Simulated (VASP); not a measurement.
Here is a VASP 6.6.1 calculation.

Contents of INCAR:

```
ALGO = Normal
AMIX = 0.2
AMIX_MAG = 0.8
BMIX = 1E-4
BMIX_MAG = 1E-4
BPARAM = 11.95
CPARAM = 0.0093
EDIFF = 1E-6
EDIFFG = -0.01
ENCUT = 600
IBRION = 2
ISIF = 3
ISMEAR = 1
ISPIN = 2
IVDW_NL = 2
LASPH = True
LCHARG = False
LMAXMIX = 4
LMIXTAU = True
LORBIT = 11
LREAL = False
LUSE_VDW = True
LWAVE = False
MAGMOM = 4
METAGGA = R2SCAN
NELM = 150
NSW = 90
PREC = Accurate
SIGMA = 0.1
```

File KPOINTS:

```
k-points
0
Gamma
  18 18 18
```

POSCAR

```
Fe
1.0
   -1.4430000000      1.4430000000      1.4430000000
    1.4430000000     -1.4430000000      1.4430000000
    1.4430000000      1.4430000000     -1.4430000000
Fe
1
Direct
    0.0000000000      0.0000000000      0.0000000000
```

Potentials or basis: VASP PAW PBE potentials, release 64 (Fe).

Run with:

```bash
$ cat potpaw_PBE.64/Fe/POTCAR > POTCAR
$ mpirun -np 1 vasp_std > vasp.out
```

Estimate the site moments.

Fe +2.69 μB.

Predict the net moment.

2.62 μB per cell.

Predict the space group after relaxing (to 0.05 Å).

Im-3m (No. 229).

Final structure:
```yaml
crystal:
  lattice:
    - [-1.42665, 1.42665, 1.42665]
    - [1.42665, -1.42665, 1.42665]
    - [1.42665, 1.42665, -1.42665]
  atoms:
    - { symbol: Fe, position: [0.00000, 0.00000, 0.00000] }
```
